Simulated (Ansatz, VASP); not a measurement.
## WS2 in VASP and in Ansatz

The input INCAR:

```
PREC = Accurate ; ENCUT = 520
EDIFF = 1E-6 ; ISMEAR = -1
SIGMA = 0.02 ; LREAL = False
LASPH = True ; NELM = 100
ALGO = Normal ; ISIF = 2
LWAVE = False ; LCHARG = False
GGA = PE ; NBANDS = 20
```

Contents of KPOINTS:

```
regular mesh
0
Gamma
  6 6 6
```

The input POSCAR:

```
WS2
1.0
    0.0000000000      2.9311595479      2.9311595479
    2.9311595479      0.0000000000      2.9311595479
    2.9311595479      2.9311595479      0.0000000000
W S
1 2
Direct
    0.0000000000      0.0000000000      0.0000000000
    0.2500000000      0.2500000000      0.2500000000
    0.7500000000      0.7500000000      0.7500000000
```

Input for Ansatz:

```yaml
crystal:
  lattice:
    - [0.0, 2.9311595479, 2.9311595479]
    - [2.9311595479, 0.0, 2.9311595479]
    - [2.9311595479, 2.9311595479, 0.0]
  atoms:
    - { symbol: W, position: [0.0, 0.0, 0.0] }
    - { symbol: S, position: [0.25, 0.25, 0.25] }
    - { symbol: S, position: [0.75, 0.75, 0.75] }
kpoints:
  mp_grid: { grid: [6, 6, 6] }
hamiltonian:
  xc: pbe
scf:
  occupations: { method: fermi_dirac, width: 0.02 }
  n_extra_bands: 4
output:
  forces: true
  stress: true
  eigenvalues: true
```

The cell was built by a generator and needn't be a form met in nature.

Alike in both runs: task single point; functional PBE; k mesh 6 × 6 × 6; occupations fermi-dirac, width 0.02 eV; no spin polarisation.

|  | VASP | Ansatz |
| --- | --- | --- |
| version | VASP 6.6.1 | Ansatz 0.2.0 |
| potentials or method | VASP PAW PBE potentials, release 64 (W_sv, S) | plane waves, PAW |
| plane-wave cutoff (eV) | 520 | 420 |
| valence electrons in the cell | 26 | 26 |

```tsv
	VASP	Ansatz	Ansatz less VASP
pressure (GPa)	0.8	0.8	-0.08
```

The functional is the same, so the differences come from potentials, cutoffs and numerics.

Spin-orbit coupling is left out, which matters for the levels of W.
